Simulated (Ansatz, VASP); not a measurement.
Sr in VASP and in Ansatz

Contents of INCAR:

```
PREC     = Accurate       # precision mode
ENCUT    = 520            # plane-wave cutoff, eV
EDIFF    = 1E-6           # SCF threshold, eV
ISMEAR   = -1             # smearing method
SIGMA    = 0.08           # smearing width, eV
LREAL    = False          # projectors in reciprocal space
LASPH    = True           # aspherical terms in the spheres
NELM     = 100            # most SCF steps
ALGO     = Normal         # electronic algorithm
ISIF     = 2              # what is computed and relaxed
LWAVE    = False          # write WAVECAR
LCHARG   = True           # write CHGCAR
LELF     = True           # ELF
LVHAR    = True         
NBANDS   = 11             # bands
```

Contents of KPOINTS:

```
Automatic mesh
0
Gamma
  10 10 10
```

POSCAR

```
Sr
1.0
    0.0000000000      3.0524575493      3.0524575493
    3.0524575493      0.0000000000      3.0524575493
    3.0524575493      3.0524575493      0.0000000000
Sr
1
Direct
    0.0000000000      0.0000000000      0.0000000000
```

Input for Ansatz:

```yaml
crystal:
  lattice:
    - [0.0, 3.0524575493, 3.0524575493]
    - [3.0524575493, 0.0, 3.0524575493]
    - [3.0524575493, 3.0524575493, 0.0]
  atoms:
    - { symbol: Sr, position: [0.0, 0.0, 0.0] }
kpoints:
  mp_grid: { grid: [10, 10, 10] }
  band_path:
    path:
      - [0.0, 0.0, 0.0]
      - [0.5, 0.0, 0.5]
      - [0.625, 0.25, 0.625]
      - [0.375, 0.375, 0.75]
      - [0.0, 0.0, 0.0]
      - [0.5, 0.5, 0.5]
      - [0.5, 0.25, 0.75]
      - [0.5, 0.0, 0.5]
    npoints: 5
scf:
  occupations: { method: fermi_dirac, width: 0.08 }
hamiltonian:
  xc: lda
  pseudopotentials: { kind: all_electron, lapw: { basis_error: 0.0005 } }
output:
  forces: true
  stress: true
  eigenvalues: true
```

Change from the starting cell: volume scaled by 1.01.

Alike in both runs: task single point; functional LDA; k mesh 10 × 10 × 10; occupations fermi-dirac, width 0.08 eV; no spin polarisation.

|  | VASP | Ansatz |
| --- | --- | --- |
| version | VASP 6.6.1 | Ansatz 0.2.0 |
| potentials or method | VASP PAW LDA potentials, release 64 (Sr_sv) | all-electron LAPW, scalar-relativistic |
| plane-wave cutoff (eV) | 520 | see its input |

```csv
,VASP,Ansatz,Ansatz less VASP
pressure (GPa),-1.6,-1.6,0.00
```

Ansatz ran all-electron here, so the differences hold the error of VASP's frozen core and of both bases.
